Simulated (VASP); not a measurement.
# ZnS: relaxation of the atoms with PBEsol

Crystal: ZnS.

```xyz
2
Lattice="0.0000 2.7156 2.7156 2.7156 0.0000 2.7156 2.7156 2.7156 0.0000" Properties=species:S:1:pos:R:3 pbc="T T T"
Zn    1.3578    1.3578    1.3578
S     0.0000    0.0000    0.0000
```

The cell isn't the ideal one: a relaxed cell with its volume scaled by 1.04.

```
Program                : VASP 6.6.1
Task                   : relaxation of the atoms
Functional             : PBEsol
Potentials or basis    : VASP PAW PBE potentials, release 64 (Zn, S)
Cutoff                 : 600 eV
k mesh                 : 10 × 10 × 10
Occupations            : gaussian, width 0.03 eV
Spin                   : no spin polarisation
Further INCAR settings : ALGO = Fast; EDIFF = 1e-07; IBRION = 2; EDIFFG = -0.01; NSW = 40
```

```json
{
 "Pressure after relaxing": "-2.8 GPa",
 "Band gap on the k mesh": "1.91 eV, direct"
}
```

Final structure:
```
CELL_PARAMETERS angstrom
0.00000 2.71560 2.71560
2.71560 0.00000 2.71560
2.71560 2.71560 0.00000
ATOMIC_POSITIONS crystal
Zn 0.25000 0.25000 0.25000
S 0.00000 0.00000 0.00000
```

Levels at points of the mesh, in eV from the valence-band top:
```csv
k point,band 6,band 7,band 8,band 9,band 10,band 11,band 12,band 13
"(0.00, 0.00, 0.00)",-5.83,0.00,0.00,0.00,1.91,6.32,6.32,6.32
"(0.50, 0.00, 0.00)",-5.63,-5.26,-0.85,-0.85,3.17,6.84,6.84,8.64
"(0.50, 0.50, 0.00)",-5.62,-4.55,-2.20,-2.20,3.27,3.97,10.73,11.78
```

It took 22 s on 1 thread of Intel(R) Xeon(R) Platinum 8559C (Emerald Rapids) (shared host), peak memory 0.18 GiB.

Caveat: the relaxation stopped at its first step, so nothing moved; the PAW data sets were made with another functional, which shifts forces and pressure a little.
